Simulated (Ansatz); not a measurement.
# Ta (Im-3m) in Ansatz: notebook

One crystal, Ta, is run at these levels: PBE; tasks: single point.

Program: Ansatz 0.2.0. These are calculated values, not measurements. Logs are shortened: lines on timing, memory, paths and dates and some standing lists are left out, and cuts for length are marked.

## 1. The structure

It takes space group Im-3m (No. 229, cubic). The conventional cell has a = 3.303 Å, b = 3.303 Å, c = 3.303 Å, α = 90.00°, β = 90.00°, γ = 90.00°. Ta (site symmetry m-3m) is surrounded by 8 Ta at 2.86 Å.

## 2. Single point, PBE

Contents of input.yaml:

```yaml
crystal:
  lattice:
    - [-1.65128, 1.65128, 1.65128]
    - [1.65128, -1.65128, 1.65128]
    - [1.65128, 1.65128, -1.65128]
  atoms:
    - { symbol: Ta, position: [0.0, 0.0, 0.0] }
kpoints:
  mp_grid: { grid: [11, 11, 11] }
scf:
  occupations: { method: gaussian, width: 0.027 }
hamiltonian:
  xc: pbe
  pseudopotentials: { kind: all_electron, lapw: { basis_error: 0.001 } }
output:
  forces: true
  stress: true
  eigenvalues: true
```

Potentials or basis: all-electron LAPW, scalar-relativistic.

Command:

```console
$ ansatz run input.yaml --threads 1 --pin off --max-ram 3072MiB --backend cpu --events-out ev --progress --plain --runs-dir out
```

Log:

```text
Warning: RAYON_NUM_THREADS=1 ignored (pool sized by the plan → 1); use --threads N
LAPW: plane waves up to 8.288 Å⁻¹, error target 1.0e-3 eV per atom; small_component_spin mean_spin; Ta in spheres of 1.430 Å, 37 of its electrons in bands, Dirac shells [] (how accurate: hamiltonian.pseudopotentials.lapw.basis_error, Limitations)
Engine: ansatz 0.2.0, aarch64-unknown-linux-gnu
Pseudopotentials: kind: all_electron
Pseudopotential: Ta, LAPW, valence charge 37, lapw/all_electron/scalar/gaussian/Ta, Koelling and Harmon's equation, gaussian nucleus
Functional definition: PBE
  parameter kappa = 0.804
  parameter beta = 0.06672455060314922
  exchange = pbe_x(kappa = kappa, mu = beta*pi^2/3)
  correlation = pbe_c(beta = beta)
Crystal: 1 atoms, lattice volume = 18.010 Å³
Basis set: ecut = 261.74233129280054 eV, 177 PW (Γ), exchange–correlation at level 2
Bands: 23, of which v1, the nominal top of the filled ones, is band 19 counted from 1 (18 counted from 0)
Symmetry: 48 space group operations
Space group: Im-3m (ITA 229), of the structure as read, at distance tolerance 2.6e-5 Å
k-points: 56 of 1331
Non-local potential: Ta, projectors of the file, none
Initial density: superposition of atomic densities (chi_scale 0.1, normalization cell)
Initial wavefunctions: plane waves of lowest kinetic energy (no species holds an atomic orbital)
Functional: x = pbe(κ = 0.804, μ = 0.2195149727645171), c = pbe(β = 0.06672455060314922)
iter 1 solved again at ethr=2.11e-4 eV; its pass at ethr=1.00e-1 eV (dr2=7.81e-2 eV) is discarded
SCF iter   1: F=—  HF=-424569.243584 eV  |F-HF|=—  |Δ(HF+E_count)|=         —  Δρ=2.57e-2  dr2=7.85e-2  ethr=2.11e-4  ⟨swp⟩=3.0  Hψ=8166  notcnv=0
preconditioner: auto → none  [insulator: Δε(μ)=0.042 eV  Ē_g=24.528 eV  σ=0.027 eV  W_gap=0.67  n_scr=12 (ndim 8)  ℏωp=43.7 eV  f_vac=0.000  D(μ)=1.78/eV (n_scr^D=18)  ε∞_Penn≈4.2]
iter 2 solved again at ethr=1.66e-5 eV; its pass at ethr=2.11e-4 eV (dr2=6.16e-3 eV) is discarded
SCF iter   2: F=—  HF=-424569.121759 eV  |F-HF|=—  |Δ(HF+E_count)|=   1.22e-1  Δρ=7.93e-3  dr2=6.16e-3  ethr=1.66e-5  ⟨swp⟩=2.0  Hψ=6635  notcnv=0
SCF iter   3: F=—  HF=-424569.110639 eV  |F-HF|=—  |Δ(HF+E_count)|=   1.11e-2  Δρ=4.14e-3  dr2=1.66e-3  ethr=1.66e-5  ⟨swp⟩=2.0  Hψ=3774  notcnv=0
SCF iter   4: F=—  HF=-424569.108220 eV  |F-HF|=—  |Δ(HF+E_count)|=         —  Δρ=1.23e-3  dr2=1.24e-4  ethr=4.48e-6  ⟨swp⟩=2.0  Hψ=3774  notcnv=0
the basis was enlarged: its passes take 457.0 KiB over the memory plan, 1 of 1 planned eigensolver slots
SCF iter   5: F=—  HF=-424569.108332 eV  |F-HF|=—  |Δ(HF+E_count)|=   1.12e-4  Δρ=7.11e-5  dr2=6.27e-7  ethr=3.34e-7  ⟨swp⟩=2.0  Hψ=3774  notcnv=0
SCF iter   6: F=-424569.108331 eV  HF=-424569.108331 eV  |F-HF|=2.01e-8  |Δ(HF+E_count)|=   5.18e-7  Δρ=1.06e-5  dr2=8.74e-9  ethr=1.69e-9  ⟨swp⟩=2.2  Hψ=3783  notcnv=0
SCF 1 converged in 6 iterations: F = -424569.108331 eV  dr2 = 8.74e-9
SCF converged after 6 iterations
Free energy (F): -424569.108331 eV
Harris-Foulkes:  -424569.108331 eV  (|F-HF|=2.01e-8)
Internal energy: -424569.108228 eV  (E = F + TS)
E sigma→0 (E₀):  -424569.108279 eV
Entropy (-TS):   -0.000103 eV (-0.103 meV/atom)
Fermi energy:    24.777206 eV
--- Per-component energies (eV) ---
  E_band       = -1850.617499
  E_kinetic    = 473935.476854
  E_xc         = -8623.685462
  E_electrostatic = -889880.899620  (all electrons and nuclei)
  E_smearing   = -0.000103  (= −TS)
  E_closure    = 0.000000  (closes the sum)
  E_atoms      = -424559.369556  (free atoms, spherical and without spin; not in F)
  Σ components = -424569.108331   (vs F -424569.108331, Δ=0.00e0)
  Basis errors (estimates in eV, not in F): energy 2.6e-4 per atom: plane waves 2.2e-4 (1.1e-4 summed), levels above the bands 0.0e0, relativity 6.8e-8, radial functions 3.8e-5, core shells 1.3e-6; eigenvalues (radial functions only) 2.0e-6; not estimated: angular momenta, meshes, grids; target (lapw.basis_error) 1.0e-3; muffin-tin radii Ta 1.430 Å
--- Forces (eV/Å), atoms counted from 1 ---
  atom   1  Ta    -0.00000000     0.00000000     0.00000000
  max |Σ_I F_I| component: 1.48e-31 eV/Å
--- Stress (GPa, compression-positive) ---
        2.065061       0.000000      -0.000000
        0.000000       2.065061      -0.000000
       -0.000000      -0.000000       2.065061
  P = ⅓ Tr σ = 2.0651 GPa (20.651 kbar)
--- Band table (eV; the first three rows and the last of 56) ---
  k-point 0: bands = ["-191.1407", "-191.1407", "-191.1228", "-191.1228", "-191.1228", "-42.2767", "-8.2231", "-8.2231", "-8.2231", "5.9564", "5.9564", "5.9564", "6.0081", "6.0081", "6.0081", "6.0596", "16.9059", "25.5432", "25.5432", "25.5432", "28.8160", "28.8160", "39.4013"]
  k-point 1: bands = ["-191.1407", "-191.1407", "-191.1228", "-191.1228", "-191.1228", "-42.2676", "-8.3241", "-8.2543", "-8.2236", "5.9580", "5.9599", "5.9603", "6.0046", "6.0069", "6.0070", "6.0548", "17.2701", "25.3096", "25.4635", "25.9046", "28.4674", "28.8187", "39.7167"]
  k-point 2: bands = ["-191.1407", "-191.1407", "-191.1228", "-191.1228", "-191.1228", "-42.2430", "-8.5879", "-8.3371", "-8.2252", "5.9616", "5.9694", "5.9706", "5.9958", "6.0019", "6.0049", "6.0440", "18.2566", "24.7440", "25.0852", "26.9574", "28.1165", "28.8745", "40.1619"]
  k-point 55: bands = ["-191.1407", "-191.1407", "-191.1228", "-191.1228", "-191.1228", "-42.0781", "-9.0454", "-9.0276", "-9.0276", "5.9506", "5.9730", "5.9745", "5.9745", "6.0238", "6.0246", "6.0246", "21.1041", "21.1461", "30.6329", "30.6329", "31.4547", "32.8119", "34.6277"]
```

It took 9.8 s on 1 thread of Arm Neoverse N1, shared host; peak memory 0.27 GiB.

Results:

```
Free energy            : -424569.1083 eV
Pressure               : 2.1 GPa
Band gap on the k mesh : none (metal or under the smearing width)
```

## 3. Single point, PBE

input.yaml, as its differences from that of step 2:

```diff
@@ -10,3 +10,3 @@
 scf:
-  occupations: { method: gaussian, width: 0.027 }
+  occupations: { method: gaussian, width: 0.025 }
 hamiltonian:
```

Potentials or basis: all-electron LAPW, scalar-relativistic.

Command:

```console
$ ansatz run input.yaml --threads 1 --pin off --max-ram 3072MiB --backend cpu --events-out ev --progress --plain --runs-dir out
```

Log:

```text
Warning: RAYON_NUM_THREADS=1 ignored (pool sized by the plan → 1); use --threads N
LAPW: plane waves up to 8.288 Å⁻¹, error target 1.0e-3 eV per atom; small_component_spin mean_spin; Ta in spheres of 1.430 Å, 37 of its electrons in bands, Dirac shells [] (how accurate: hamiltonian.pseudopotentials.lapw.basis_error, Limitations)
Engine: ansatz 0.2.0, aarch64-unknown-linux-gnu
Pseudopotentials: kind: all_electron
Pseudopotential: Ta, LAPW, valence charge 37, lapw/all_electron/scalar/gaussian/Ta, Koelling and Harmon's equation, gaussian nucleus
Functional definition: PBE
  parameter kappa = 0.804
  parameter beta = 0.06672455060314922
[... 39 lines left out ...]
  Basis errors (estimates in eV, not in F): energy 2.6e-4 per atom: plane waves 2.2e-4 (1.1e-4 summed), levels above the bands 0.0e0, relativity 6.8e-8, radial functions 3.8e-5, core shells 1.3e-6; eigenvalues (radial functions only) 2.0e-6; not estimated: angular momenta, meshes, grids; target (lapw.basis_error) 1.0e-3; muffin-tin radii Ta 1.430 Å
--- Forces (eV/Å), atoms counted from 1 ---
  atom   1  Ta    -0.00000000     0.00000000    -0.00000000
  max |Σ_I F_I| component: 3.20e-31 eV/Å
--- Stress (GPa, compression-positive) ---
        2.064377       0.000000       0.000000
        0.000000       2.064377      -0.000000
        0.000000      -0.000000       2.064377
  P = ⅓ Tr σ = 2.0644 GPa (20.644 kbar)
--- Band table (eV; the first three rows and the last of 56) ---
  k-point 0: bands = ["-191.1407", "-191.1407", "-191.1228", "-191.1228", "-191.1228", "-42.2767", "-8.2231", "-8.2231", "-8.2231", "5.9564", "5.9564", "5.9564", "6.0081", "6.0081", "6.0081", "6.0596", "16.9059", "25.5432", "25.5432", "25.5432", "28.8160", "28.8160", "39.4013"]
  k-point 1: bands = ["-191.1407", "-191.1407", "-191.1228", "-191.1228", "-191.1228", "-42.2676", "-8.3241", "-8.2543", "-8.2236", "5.9580", "5.9599", "5.9603", "6.0046", "6.0069", "6.0071", "6.0548", "17.2701", "25.3096", "25.4635", "25.9046", "28.4674", "28.8187", "39.7167"]
  k-point 2: bands = ["-191.1407", "-191.1407", "-191.1228", "-191.1228", "-191.1228", "-42.2430", "-8.5879", "-8.3371", "-8.2252", "5.9616", "5.9695", "5.9707", "5.9959", "6.0019", "6.0049", "6.0440", "18.2566", "24.7440", "25.0852", "26.9574", "28.1165", "28.8745", "40.1619"]
  k-point 55: bands = ["-191.1407", "-191.1407", "-191.1228", "-191.1228", "-191.1228", "-42.0781", "-9.0454", "-9.0276", "-9.0276", "5.9506", "5.9730", "5.9745", "5.9745", "6.0238", "6.0246", "6.0246", "21.1041", "21.1461", "30.6329", "30.6329", "31.4547", "32.8119", "34.6277"]
```

Wall time 9.8 s (1 thread of Arm Neoverse N1, shared host); peak memory 0.27 GiB.

Results:

- Free energy: -424569.1083 eV
- Pressure: 2.1 GPa
- Band gap on the k mesh: none (metal or under the smearing width)

Levels at points of the mesh, in eV from the Fermi level:
| k point | band 15 | band 16 | band 17 | band 18 | band 19 | band 20 | band 21 | band 22 |
| --- | --- | --- | --- | --- | --- | --- | --- | --- |
| (0.00, 0.00, 0.00) | -18.77 | -18.71 | -7.87 | 0.77 | 0.77 | 0.77 | 4.04 | 4.04 |

The run has no spin-orbit coupling, so splittings on Ta are missing.

## 4. Single point, PBE

input.yaml, as its differences from that of step 3:

```diff
@@ -10,3 +10,3 @@
 scf:
-  occupations: { method: gaussian, width: 0.025 }
+  occupations: { method: gaussian, width: 0.017 }
 hamiltonian:
```

Command:

```console
$ ansatz run input.yaml --threads 1 --pin off --max-ram 3072MiB --backend cpu --events-out ev --progress --plain --runs-dir out
```

Run time: 10 s. Hardware: 1 thread of Arm Neoverse N1, shared host; peak memory 0.26 GiB.

Results (log left out):

- Free energy: -424569.1083 eV
- Pressure: 2.1 GPa
- Band gap on the k mesh: none (metal or under the smearing width)

Levels at points of the mesh, in eV from the Fermi level:
```
           k point  band 16  band 17  band 18  band 19  band 20  band 21
(0.00, 0.00, 0.00)   -18.70    -7.86     0.78     0.78     0.78     4.05
```

The run has no spin-orbit coupling, so splittings on Ta are missing.

## 5. Overview

| smearing | gap on the mesh (eV) | pressure (GPa) |
| --- | --- | --- |
| gaussian 0.027 eV | none | 2.1 |
| gaussian 0.025 eV | none | 2.1 |
| gaussian 0.017 eV | none | 2.1 |

Alike in all rows: task single point; level PBE; potentials or basis all-electron LAPW, scalar-relativistic; no spin polarisation; cell as given; k mesh 11 × 11 × 11; cutoff (eV) 262; basis error allowed 0.001 eV/atom.

Every run on the cell as given and a fine mesh finds a metal.

Compare energies only between runs with the same functional and basis.
